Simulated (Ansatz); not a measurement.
Crystal: FeO (Wuestite).

```
Fe O
1.0
     1.51882    0.87689    2.51958
    -1.51882    0.87689    2.51958
     0.00000   -1.75378    2.51958
Fe O
1 1
Direct
  0.00000 0.00000 0.00000
  0.50000 0.50000 0.50000
```

Alike in all runs: program Ansatz 0.2.0; functional PBE; potentials or basis Ansatz PAW; cutoff 420 eV (not typed: the program's choice for these potentials); k mesh 11 × 11 × 11; occupations fermi-dirac, width 0.05 eV.

Starts and where they ended:

```csv
start,free energy over the lowest (meV/atom),net moment (μB),site or absolute moments (μB),gap
"collinear spin, ferromagnetic start of up to 3 μB",0.0,4.00,Fe +3.45; O +0.32,none (metal or under the smearing width)
"collinear spin, random start of up to 2.68 μB",0.0,-4.00,Fe -3.45; O -0.32,none (metal or under the smearing width)
no spin polarisation,712.7,-,-,none (metal or under the smearing width)
```

Allowing spin polarisation gains 713 meV/atom. A still lower state may exist.

Caveats: semilocal functionals often make such compounds metallic where correlation or magnetic order opens a gap, which also shifts bond lengths; a cell with one magnetic atom can't hold antiferromagnetic order, which such compounds often take (some runs).
